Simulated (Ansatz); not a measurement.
## Zone-centre phonons of InAs at 12 GPa: input and output

Computed with Ansatz 0.2.0, DFT PBEsol, scalar-relativistic, plane waves, PAW.

Launched with:
```bash
ansatz run input.yaml --threads 1 --pin off --max-ram 3072MiB --backend cpu --events-out ev --progress --plain --runs-dir out
```

Input (bare energies are in eV):
```yaml
crystal:
  lattice:
    - [0.0, 2.89424159, 2.89424159]
    - [2.89424159, 0.0, 2.89424159]
    - [2.89424159, 2.89424159, 0.0]
  atoms:
    - { symbol: In, position: [0.0, 0.0, 0.0] }
    - { symbol: As, position: [0.75, 0.75, 0.75] }
basis:
  ecutwfc: 420
kpoints:
  mp_grid: { grid: [12, 12, 12] }
hamiltonian:
  xc: pbesol
scf:
  occupations: { method: fermi_dirac, width: 0.15 }
output:
  eigenvalues: true
phonons:
  method: dfpt
  eigenvectors: true
```

The end of the output:
```
--- Phonons (Γ-DFPT): 2 representative perturbations + reference, on 163 of 1728 k-points (Σ response iterations 6) ---
  k mesh reduced under 8 symmetry operations, with k and −k counted as one. Each operation leaves every solved displacement unchanged or reverses it
  ASR residual: 5.945e-5 → 0.000e0 eV/Å²; symmetrization residual: 7.164e-7 eV/Å²
  ASR residual per site (eV/Å²): 5.94e-5 1.70e-5
  Γ frequencies (cm⁻¹): 0.00 0.00 0.00 254.44 254.44 254.44
  non-analytic LO–TO correction: not included (Born effective charges unavailable; polar crystals: no LO–TO splitting at Γ)
```

Time: 25 s on 1 thread of Intel(R) Xeon(R) 6975P-C (Granite Rapids), on a shared host, peak memory 0.76 GiB.

With next to no gap, frequencies and elastic constants depend on the k mesh and the smearing, soft modes and shear constants most. The real crystal has changed phase below this pressure.

On the mesh the filled and empty bands stay 0.37 eV apart, little enough for the smearing to populate both, so at this level the crystal is a narrow-gap semiconductor or semimetal, not an ordinary metal; spin–orbit coupling, left out, can open or move such a gap.